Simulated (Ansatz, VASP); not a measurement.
**One calculation of Gd, two programs**

File INCAR:

```
SYSTEM = Gd
PREC = Accurate ; ENCUT = 520
EDIFF = 1E-7 ; ISMEAR = -1
SIGMA = 0.05 ; LREAL = .False.
LASPH = .True. ; NELM = 100
ALGO = Normal ; ISIF = 2
LWAVE = .False. ; LCHARG = .False.
ISPIN = 2 ; MAGMOM = 7 7
LORBIT = 11 ; LMAXMIX = 6
GGA = PE ; NBANDS = 29
```

Contents of KPOINTS:

```
regular mesh
0
Gamma
  8 8 5
  0 0 0
```

The input POSCAR:

```
Gd
1.0
    3.5617750913      0.0000000000      0.0000000000
   -1.7808875456      3.0845877117      0.0000000000
    0.0000000000      0.0000000000      5.6645546323
Gd
2
Direct
    0.6666666667      0.3333333333      0.7500000000
    0.3333333333      0.6666666667      0.2500000000
```

Contents of input.yaml:

```yaml
crystal:
  lattice:
    - [3.5617750913, 0.0, 0.0]
    - [-1.7808875456, 3.0845877117, 0.0]
    - [0.0, 0.0, 5.6645546323]
  atoms:
    - { symbol: Gd, position: [0.6666666667, 0.3333333333, 0.75], spin: 7.0 }
    - { symbol: Gd, position: [0.3333333333, 0.6666666667, 0.25], spin: 7.0 }
hamiltonian:
  xc: pbe
  pseudopotentials: { kind: paw }
magnetization:
  spin_polarized: true
kpoints:
  mp_grid: { grid: [8, 8, 5] }
scf:
  occupations: { method: fermi_dirac, width: 0.05 }
output:
  forces: true
  stress: true
  eigenvalues: true
  write_density: true
  write_potential: true
  elf: true
  volumetric_format: npy
```

Change from the starting cell: volume scaled by 0.94.

Alike in both runs: task single point; functional PBE; k mesh 8 × 8 × 5; occupations fermi-dirac, width 0.05 eV; collinear spin, ferromagnetic start.

|  | VASP | Ansatz |
| --- | --- | --- |
| version | VASP 6.6.1 | Ansatz 0.2.0 |
| potentials or method | VASP PAW PBE potentials, release 64 (Gd) | Ansatz PAW |
| plane-wave cutoff (eV) | 520 | 420 |
| valence electrons in the cell | 36 | 36 |

VASP gave:

```
gap on the k mesh at the Fermi level (eV)                     : none
pressure (GPa)                                                : 3.0
largest component of the traceless stress (GPa)               : 0.28
net moment per atom (μB)                                      : 7.60
size of the moment on the site where the two differ most (μB) : 6.99
```

Estimate Ansatz's values.

gap on the k mesh at the Fermi level (eV): none; pressure (GPa): 3.0; largest component of the traceless stress (GPa): 0.30; net moment per atom (μB): 7.59; size of the moment on the site where the two differ most (μB): 7.32.

Site moments also hang on the region over which each program counts them. A gap of «none» marks a metal or a gap that the smearing closes.

Caveats: spin-orbit coupling is left out, which moves the levels of the heavy elements. The state reached can hang on the start; a lower one may exist.
